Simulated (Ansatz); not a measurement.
# CdF2: the cost of one run

Computed with Ansatz 0.2.0 (DFT PBEsol, scalar-relativistic, plane waves, PAW, unless a step's input says otherwise).

2 further runs of the same task are left out: 2 set aside as unsound or not needed.

### Step 1. Starting point

Symmetry: Fm-3m, No. 225, cubic system. Conventional cell: a = 5.384 Å, b = 5.384 Å, c = 5.384 Å, α = 90.00°, β = 90.00°, γ = 90.00°. Cd (site symmetry m-3m) has 8 F at 2.33 Å as nearest neighbours. Around F (site symmetry -43m) lie 4 Cd at 2.33 Å.

As a file:

```
CELL_PARAMETERS angstrom
0.00000 2.69197 2.69197
2.69197 0.00000 2.69197
2.69197 2.69197 0.00000
ATOMIC_POSITIONS crystal
Cd 0.00000 0.00000 0.00000
F 0.25000 0.25000 0.25000
F 0.75000 0.75000 0.75000
```

This cell was relaxed beforehand with the same method: volume 13.01 Å³/atom, gap on the mesh 2.94 eV.

### Step 2. Zone-centre modes

File input.yaml:

```yaml
crystal:
  lattice:
    - [0.0, 2.6919668635, 2.6919668635]
    - [2.6919668635, 0.0, 2.6919668635]
    - [2.6919668635, 2.6919668635, 0.0]
  atoms:
    - { symbol: Cd, position: [0.0, 0.0, 0.0] }
    - { symbol: F, position: [0.25, 0.25, 0.25] }
    - { symbol: F, position: [0.75, 0.75, 0.75] }
basis:
  ecutwfc: 420
kpoints:
  mp_grid: { grid: [8, 8, 8] }
hamiltonian:
  xc: pbesol
scf:
  occupations: { method: fixed }
output:
  eigenvalues: true
phonons:
  method: dfpt
  dielectric: true
  rigid_motions: translations
  raman: true
  eigenvectors: true
```

Command:

```
> ansatz run input.yaml --threads 1 --pin off --max-ram 2560MiB --backend cpu --events-out ev --progress --plain --runs-dir out
```

**Question.** How long does this run take on 1 thread of Arm Neoverse V2, shared host, and how much memory does it need?

About 8.3 min, with a peak of 1.1 GiB.
